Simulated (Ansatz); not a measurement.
**What strain does to ZnS (h-MgO type)**

ZnS built on the h-MgO prototype (it has left that coordination), relaxed with r2SCAN in Ansatz 0.2.0. Space group P6_3/mmc (No. 194), hexagonal; conventional cell a = 3.946 Å, c = 5.880 Å, 19.83 Å³ an atom. Around Zn lie 3 S at 2.28 Å; around S lie 3 Zn at 2.28 Å.

The axes x, y and z are those of this cell:
```xyz
4
Lattice="3.9464 0.0000 0.0000 -1.9732 3.4177 0.0000 0.0000 0.0000 5.8801" Properties=species:S:1:pos:R:3 pbc="T T T"
Zn    0.0000    2.2784    1.4700
Zn    1.9732    1.1392    4.4100
S     1.9732    1.1392    1.4700
S     0.0000    2.2784    4.4100
```

Unstrained: PBE gives a direct gap of 1.442 eV at Γ. With r2SCAN the gap is 1.949 eV and direct, at Γ. The HSE06 gap is direct at Γ: 2.643 eV. Meshes: PBE 12×12×4, r2SCAN 12×12×4, HSE06 6×6×4. Strains are changes of length per length. After each strain the atoms were relaxed again with r2SCAN within the symmetry that the strain leaves, so tilts or polar shifts that break it weren't tested; points keep the names that they have in the unstrained zone. No spin polarisation and no zero-point or thermal motion; the cell was built from a prototype and may be hypothetical.

Changes of the least gap in eV (an overlap counts as a negative gap):
```tsv
strain	volume change (%)	space group	PBE	r2SCAN	HSE06	energy rise, r2SCAN (meV/atom)
isotropic +1.17 % on every length	+3.6	P6_3/mmc	-0.109	-0.111	–	5.7
```

Isotropic +1.17 % on every length. r2SCAN: the gap goes from 1.949 to 1.838 eV (-0.111 eV); with r2SCAN the top three valence levels at Γ, grouped 1+2 from the top over 426 meV, become 1+2 over 470 meV. Stress change with r2SCAN, compression positive: xx -3.08, yy -3.08, zz -1.29 GPa. For r2SCAN, dE_g/d ln V = -3.2 eV over this step.

The meshes of the hybrids are coarse, so their gaps aren't converged to the digits shown.

The splittings at Γ are without spin-orbit coupling, which regroups them where it is of like size or larger.
